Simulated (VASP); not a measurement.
A run of VASP 6.6.1:

File INCAR:

```
SYSTEM = MoS2
ALGO = Fast ; DIPOL = 0.5 0.5 0.500
EDIFF = 1E-6 ; ENCUT = 520
GGA = PS ; GGA_COMPAT = .FALSE.
IDIPOL = 3 ; ISIF = 2
ISMEAR = 0 ; KPAR = 4
LASPH = .TRUE. ; LCHARG = .TRUE.
LDIPOL = .TRUE. ; LMAXMIX = 4
LORBIT = 11 ; LREAL = .FALSE.
LSORBIT = .TRUE. ; LVACPOTAV = .TRUE.
LVHAR = .TRUE. ; LWAVE = .FALSE.
MAGMOM = 0 0 0 0 0 0 0 0 0 ; NELM = 80
PREC = Accurate ; SIGMA = 0.03
```

File KPOINTS:

```
k-points
0
G
  12 12 1
  0 0 0
```

POSCAR

```
MoS2                                    
1.0
    3.1741768136     -0.0000000000      0.0000000000
   -1.5870884068      2.7489177567      0.0000000000
    0.0000000000      0.0000000000     19.1200000000
  S               Mo            
     2     1
Direct
     0.6666669999999968    0.3333330000000032    0.4186347414932827
     0.6666669999999968    0.3333330000000032    0.5813652585067173
     0.3333330000000032    0.6666669999999968    0.5000000000000000
```

Potentials or basis: VASP PAW PBE potentials, release 64 (S, Mo_sv).

Command:

```bash
$ cat potpaw_PBE.64/S/POTCAR potpaw_PBE.64/Mo_sv/POTCAR > POTCAR
$ mpirun -np 4 vasp_ncl > vasp.out
```

Hardware: 4 MPI ranks on Intel(R) Xeon(R) Platinum 8488C (Sapphire Rapids), with other jobs on the host.

Task: Estimate the wall time of this run.

Result: Run time: 2.4 min on 4 MPI ranks on Intel(R) Xeon(R) Platinum 8488C (Sapphire Rapids), with other jobs on the host, peak memory 0.79 GiB a rank. Counts: scf iterations 25, k points 31.
